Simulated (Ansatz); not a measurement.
# RbBr: a single-point run

Wanted: a converged single-point run for RbBr, and a check of what comes out. The structure is shown as the input types it. The cell is built on a prototype (CsCl type) and needn't be the phase found in nature.

Method: density functional or hybrid calculation with the settings of its input, plane waves (as first typed), in Ansatz 0.2.0.

8 further runs of the same task are left out: 8 that didn't finish.

## Step 1: The system as given

Symmetry: Pm-3m, No. 221, cubic system. Conventional cell: a = 4.128 Å, b = 4.128 Å, c = 4.128 Å, α = 90.00°, β = 90.00°, γ = 90.00°. Around Rb (site symmetry m-3m) lie 8 Br at 3.57 Å. Br (site symmetry m-3m) has 8 Rb at 3.57 Å as nearest neighbours.

The input asks for a charge of +2 e on the cell.

Structure file:

```
CELL_PARAMETERS angstrom
4.12793 0.00000 0.00000
0.00000 4.12793 0.00000
0.00000 0.00000 4.12793
ATOMIC_POSITIONS crystal
Rb 0.00000 0.00000 0.00000
Br 0.50000 0.50000 0.50000
```

## Step 2: The run

input.yaml

```yaml
crystal:
  lattice:
    - [4.1279266522, 0.0, 0.0]
    - [0.0, 4.1279266522, 0.0]
    - [0.0, 0.0, 4.1279266522]
  atoms:
    - { symbol: Rb, position: [0.0, 0.0, 0.0] }
    - { symbol: Br, position: [0.5, 0.5, 0.5] }
kpoints:
  mp_grid: { grid: [4, 4, 4] }
hamiltonian:
  xc: pbe
scf:
  occupations: { method: fixed }
  n_extra_bands: 4
  max_iter: 88
output:
  forces: true
  stress: true
  eigenvalues: true
total_charge: 2
```

Launch:

```bash
$ ansatz run input.yaml --threads 4 --pin off --max-ram 3686MiB --backend cpu --events-out ev --progress --plain --runs-dir out
```

Q: Will this input give a usable result? If not, why, and what should change?

The program finished normally, with warnings (band overlap at count, metallic iterate, unresolved pair at count). Its log warns: «a fill by count may have filled part of one level: at k-index 0 the highest filled band, -0.094456 eV, and the lowest empty band, -0.094456 eV, stand 3.650e-15 eV apart ...»

Look at the input: total_charge is 2. With this charge the calculation describes a differently charged system.

To check: delete total_charge (the default then holds).
